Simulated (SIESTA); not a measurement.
# CdS (Greenockite) under changes of volume

One of the cells (25.121 Å³/atom); the others are scaled copies at fixed shape and fractional positions:

```
CELL_PARAMETERS angstrom
4.15000 0.00000 0.00000
-2.07500 3.59401 0.00000
0.00000 0.00000 6.73700
ATOMIC_POSITIONS crystal
Cd 0.66667 0.33333 0.50000
Cd 0.33333 0.66667 0.00000
S 0.66667 0.33333 0.87500
S 0.33333 0.66667 0.37500
```

```yaml
Program: SIESTA 5.4.2
Functional: PBE
Potentials_or_basis: PseudoDojo 0.4 standard (PBE files)
Basis: TZDP (energy shift 0.003 Ry; two zetas on semicore shells)
Grid_cutoff: 800 Ry
Energy_shift: 0.003 Ry
k_mesh: 7 × 7 × 4
Occupations: fermi-dirac, width 0.05 eV
Spin: no spin polarisation
```

```csv
volume (Å³/atom),energy over the lowest point (meV/atom),pressure (GPa),gap on the mesh (eV),largest force (eV/Å)
23.614,51.96,7.2,1.58,0.078
24.116,32.14,5.5,1.52,0.077
24.618,17.51,3.9,1.46,0.074
25.121,7.67,2.5,1.40,0.068
25.623,?,?,?,?
26.126,0.00,0.1,1.28,0.063
26.628,1.46,-1.0,1.22,0.060
```

Question: What does the run at 25.623 Å³/atom give?

Answer: Energy over the lowest point 1.92 meV/atom; pressure 1.2 GPa; gap on the mesh 1.34 eV; largest force 0.066 eV/Å.

Worked out: A Birch-Murnaghan fit of order 3 (a polynomial in V^(-2/3)) to the other rows has its minimum at 26.15 Å³/atom with B0 = V·E''(V) = 55 GPa and B' = 4.8 at fixed shape and positions, which overstates the stiffness. It gives 1.95 meV/atom at 25.623 Å³/atom, against the run's 1.92, and -dE/dV = 1.2 GPa, against 1.2. A straight line through the other rows of the gap, of slope -3 eV per unit of ln V (its deformation potential), gives 1.34 eV, against the run's 1.34.

Energies are extrapolated to zero smearing.

Caveats: an odd mesh through Γ misses points on the zone boundary, where band edges often lie; the basis of atomic orbitals isn't converged, which shifts pressures, moduli and gaps. Spin-orbit coupling on Cd is left out.
